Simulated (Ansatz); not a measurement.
**Si: a single-point run**

Wanted: a converged single-point run for Si, and a check of what comes out. The structure is shown as the input types it.

Program: Ansatz 0.2.0. Level of theory: density functional or hybrid calculation with the settings of its input, plane waves (as first typed). These are calculated values, not measurements.

1 further run of the same task is left out (for a known fault of the program).

### Step 1. Starting point

Symmetry: P6_3/mmc, No. 194, hexagonal system. The conventional cell has a = 3.832 Å, b = 3.832 Å, c = 6.341 Å, α = 90.00°, β = 90.00°, γ = 120.00°. Si (site symmetry 3m) is surrounded by 4 Si at 2.35 to 2.37 Å.

As a file:

```cif
data_structure
_symmetry_space_group_name_H-M 'P 1'
_symmetry_Int_Tables_number 1
_cell_length_a 3.8321
_cell_length_b 3.8321
_cell_length_c 6.3412
_cell_angle_alpha 90.000
_cell_angle_beta 90.000
_cell_angle_gamma 120.000
_cell_volume 80.65
loop_
_atom_site_label
_atom_site_type_symbol
_atom_site_fract_x
_atom_site_fract_y
_atom_site_fract_z
_atom_site_occupancy
Si1 Si 0.33333 0.66667 0.00056 1
Si2 Si 0.66667 0.33333 0.50056 1
Si3 Si 0.33333 0.66667 0.37444 1
Si4 Si 0.66667 0.33333 0.87444 1
```

### Step 2. The calculation

File input.yaml:

```yaml
crystal:
  lattice:
    - [3.8321295414, 0.0, 0.0]
    - [-1.9160647707, 3.3187215334, 0.0]
    - [0.0, 0.0, 6.3412168871]
  atoms:
    - { symbol: Si, position: [0.3333333333, 0.6666666667, 0.0005609413] }
    - { symbol: Si, position: [0.6666666667, 0.3333333333, 0.5005609413] }
    - { symbol: Si, position: [0.3333333333, 0.6666666667, 0.3744390587] }
    - { symbol: Si, position: [0.6666666667, 0.3333333333, 0.8744390587] }
kpoints:
  mp_grid: { grid: [6, 6, 4] }
hamiltonian:
  xc: pbesol
scf:
  occupations: { method: fixed }
  n_extra_bands: 5
  max_iter: 95
output:
  forces: true
  stress: true
  eigenvalues: true
basis:
  ecutwfc: 40
```

Run with:

```console
$ ansatz run input.yaml --threads 4 --pin off --max-ram 3686MiB --backend cpu --events-out ev --progress --plain --runs-dir out
```

**Question.** How will this run end, and is anything wrong with its input?

This run ends as converged, with warnings (cutoff below recommended, metallic iterate). Its log warns: «basis.ecutwfc = 40 eV is below the records' recommended 420 eV ...»

In the input, basis.ecutwfc is 40. The cutoff lies far under what these potentials need. The potentials' recommended cutoff is 420 eV.

Run again and compare: delete basis.ecutwfc (the default then holds).
